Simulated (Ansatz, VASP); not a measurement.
**LiCl: VASP beside Ansatz**

```
Li Cl
1.0
     0.00000    2.57514    2.57514
     2.57514    0.00000    2.57514
     2.57514    2.57514    0.00000
Li Cl
1 1
Direct
  0.00000 0.00000 0.00000
  0.50000 0.50000 0.50000
```

Alike in both runs: task single point; functional PBE; k mesh 8 × 8 × 8; occupations gaussian, width 0.02 eV; no spin polarisation.

|  | VASP | Ansatz |
| --- | --- | --- |
| version | VASP 6.6.1 | Ansatz 0.2.0 |
| potentials or method | VASP PAW PBE potentials, release 64 (Li_sv, Cl) | scalar-relativistic, plane waves, PAW |
| plane-wave cutoff (eV) | 520 | 420 |
| valence electrons in the cell | 10 | 10 |

Ansatz gave:

| Item | Value |
| --- | --- |
| gap on the k mesh at the Fermi level (eV) | 6.26 |
| least direct gap on the mesh (eV) | 6.26 |

Problem. Which values does VASP return?

Solution. gap on the k mesh at the Fermi level (eV): 6.27; least direct gap on the mesh (eV): 6.27.

With one functional, cell and mesh, what is left measures potentials, basis and numerics.

 A k mesh can miss the band edges. PBE gaps usually lie below the measured ones, often by a third to a half.
